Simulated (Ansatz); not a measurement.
Crystal: Bi2Se3 (Paraguanajuatite).

```
Bi Se
1.0
     2.07150    1.19598    9.54533
    -2.07150    1.19598    9.54533
     0.00000   -2.39196    9.54533
Bi Se
2 3
Direct
  0.59920 0.59920 0.59920
  0.40080 0.40080 0.40080
  0.78830 0.78830 0.78830
  0.21170 0.21170 0.21170
  0.00000 0.00000 0.00000
```

| Property | Result |
| --- | --- |
| Program | Ansatz 0.2.0 |
| Task | single point |
| Functional | PBEsol |
| Potentials or basis | all-electron LAPW, scalar-relativistic |
| Cutoff | 226 eV (chosen from the basis error) |
| Basis error allowed | 0.001 eV/atom |
| k mesh | 8 × 8 × 8 |
| Occupations | fermi-dirac, width 0.05 eV |
| Spin | no spin polarisation |

On this cell: pressure -0.3 GPa; largest force 0.155 eV/Å; band gap on the k mesh 0.14 eV, direct.

The same run follows on a disturbed copy (atoms moved at random, drawn with an rms of 0.05 Å):

```
Bi Se
1.0
     2.07150    1.19598    9.54533
    -2.07150    1.19598    9.54533
     0.00000   -2.39196    9.54533
Bi Se
2 3
Direct
  0.59792 0.59798 0.59907
  0.40222 0.39696 0.39972
  0.79837 0.79320 0.77654
  0.21449 0.20833 0.21334
  0.99871 0.00463 0.99892
```

Question: What does the disturbed cell give?

Answer: The energy moves by +4.0 meV/atom; pressure -0.4 GPa; largest force 0.393 eV/Å; band gap on the k mesh 0.27 eV, direct.

Forces in eV/Å, atoms in the order of the input:
```
Bi   0.038 -0.029  0.391
Bi  -0.017  0.094  0.281
Se  -0.023 -0.151 -0.262
Se  -0.069  0.052 -0.231
Se   0.071  0.034 -0.179
```

Stress tensor (GPa, compression positive):
```
-0.23 -0.02  0.05
-0.02 -0.59 -0.39
 0.05 -0.39 -0.52
```

Caveats: spin-orbit coupling is left out, which as a rule narrows the gap of such compounds by several tenths of an eV.

A k mesh can miss the band edges.
